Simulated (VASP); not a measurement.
From VASP inputs to Ansatz: MgO (wurtzite)

INCAR

```
NELM = 120
EDIFF = 1E-7
METAGGA = R2SCAN
ALGO = Normal
SIGMA = 0.01
ENCUT = 520
PREC = Accurate
LASPH = .TRUE.
LWAVE = .FALSE.
NSW = 0
LCHARG = .FALSE.
ISMEAR = 0
ISIF = 2
NBANDS = 16
IBRION = -1
LREAL = .FALSE.
```

KPOINTS

```
KPOINTS created by Atomic Simulation Environment
0
Gamma
12 12 6
0 0 0
```

KPOINTS_OPT

```
special points
6
Reciprocal
0.0000000000 0.0000000000 0.0000000000 1
0.5000000000 0.0000000000 0.0000000000 1
0.3333333333 0.3333333333 0.0000000000 1
0.0000000000 0.0000000000 0.5000000000 1
0.5000000000 0.0000000000 0.5000000000 1
0.3333333333 0.3333333333 0.5000000000 1
```

POSCAR

```
Mg O
 1.0000000000000000
     3.2882172280713431    0.0000000000000000    0.0000000000000000
    -1.6441086140356715    2.8476796526714323   -0.0000000000000000
     0.0000000000000000   -0.0000000000000000    5.0343662747697859
 Mg  O
   2   2
Cartesian
  0.0000000000000001  1.8984531017809547 -0.0495307266341288
  1.6441086140356715  0.9492265508904774  2.4676524107507638
  0.0000000000000001  1.8984531017809547  1.9374180796727984
  1.6441086140356715  0.9492265508904774  4.4546012170576903
```

VASP ran with the recommended PBE PAW datasets (16 valence electrons in the cell).

**Question.** Translate these files to an Ansatz input.

**Answer.** 

```yaml
crystal:
  lattice:
    - [3.2882172281, 0.0, 0.0]
    - [-1.644108614, 2.8476796527, 0.0]
    - [0.0, 0.0, 5.0343662748]
  atoms:
    - { symbol: Mg, position: [0.3333333333, 0.6666666667, -0.0098385227] }
    - { symbol: Mg, position: [0.6666666667, 0.3333333333, 0.4901614773] }
    - { symbol: O, position: [0.3333333333, 0.6666666667, 0.3848385227] }
    - { symbol: O, position: [0.6666666667, 0.3333333333, 0.8848385227] }
kpoints:
  mp_grid: { grid: [12, 12, 6] }
  band_path:
    path:
      - [0.0, 0.0, 0.0]
      - [0.5, 0.0, 0.0]
      - [0.3333333333, 0.3333333333, 0.0]
      - [0.0, 0.0, 0.5]
      - [0.5, 0.0, 0.5]
      - [0.3333333333, 0.3333333333, 0.5]
    npoints: 1
hamiltonian:
  xc: r2scan
scf:
  occupations: { method: fixed }
  n_extra_bands: 5
output:
  forces: true
  stress: true
  eigenvalues: true
```

Other inputs would serve too.

```json
{"": "gap between bands v and c", "VASP": "4.21 eV", "Ansatz": "4.22 eV"}
{"": "least direct gap", "VASP": "4.21 eV", "Ansatz": "4.22 eV"}
{"": "pressure", "VASP": "-0.6 GPa", "Ansatz": "0.0 GPa"}
```

Each program uses its own PAW datasets. VASP's cell holds 16 valence electrons and Ansatz's 32. Ansatz's stress includes a Pulay correction; VASP's doesn't.
